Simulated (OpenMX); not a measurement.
## ZnO in OpenMX: the effect of dispersion

The system is ZnO.

```
Zn O
1.0
     2.68821    0.00000    0.00000
     0.00000    2.68821    0.00000
     0.00000    0.00000    2.68821
Zn O
1 1
Direct
  0.00000 0.00000 0.00000
  0.50000 0.50000 0.50000
```

The cell was built by a generator and needn't be a form met in nature.

Alike in all runs:

```yaml
Program: OpenMX 3.8.5
Task: single point
Functional: PBE
Potentials_or_basis: OpenMX 2013 PBE set, Zn6.0H-s3p2d2, O6.0-s2p2d1, grid cutoff 500 Ry
k_mesh: 7 × 7 × 7
Occupations: fermi-dirac, width 0.05 eV
Spin: no spin polarisation
```

```tsv
dispersion	pressure (GPa)
none	?
D3	-0.6
D3(BJ)	-0.5
D4	0.0
```

Problem. What does the run with dispersion none give?

Solution. Pressure 4.0 GPa.

Caveats: the basis of atomic orbitals isn't converged, which shifts pressures, moduli and gaps; pairwise dispersion overbinds metals, which lowers pressure and volume (some runs).
